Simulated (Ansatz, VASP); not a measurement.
## Ta in VASP and in Ansatz

```
Ta
1.0
     4.57633    0.00000    0.00000
    -2.28817    3.96322    0.00000
     0.00000    0.00000    4.71718
Ta
4
Direct
  0.00000 0.00000 0.25000
  0.00000 0.00000 0.75000
  0.33333 0.66667 0.75000
  0.66667 0.33333 0.25000
```

Alike in both runs: functional PBEsol; k mesh 6 × 6 × 2; occupations gaussian, width 0.1 eV; no spin polarisation.

Ansatz relaxed the structure, and its values are those at the end. VASP's run is a single point on that final structure, the one shown.

|  | VASP | Ansatz |
| --- | --- | --- |
| version | VASP 6.6.1 | Ansatz 0.2.0 |
| potentials or method | VASP PAW PBE potentials, release 64 (Ta_pv) | scalar-relativistic, plane waves, PAW |
| plane-wave cutoff (eV) | 520 | 420 |
| valence electrons in the cell | 44 | 52 |

VASP gave:

| Property | Result |
| --- | --- |
| gap on the k mesh at the Fermi level (eV) | none |
| pressure (GPa) | 0.3 |

Problem. What did Ansatz give for the same quantities?

Solution. gap on the k mesh at the Fermi level (eV): none; pressure (GPa): 0.0.

A gap of «none» marks a metal or a gap that the smearing closes. The functional is the same, so the differences come from potentials, cutoffs and numerics. The two sets of potentials don't hold the same shells in valence.

Caveats: the k mesh is coarse (spacing up to 0.67 Å⁻¹), so the values aren't converged; the PAW data sets were made with another functional, which shifts forces and pressure a little (VASP). The runs have no spin-orbit coupling, so splittings on Ta are missing.
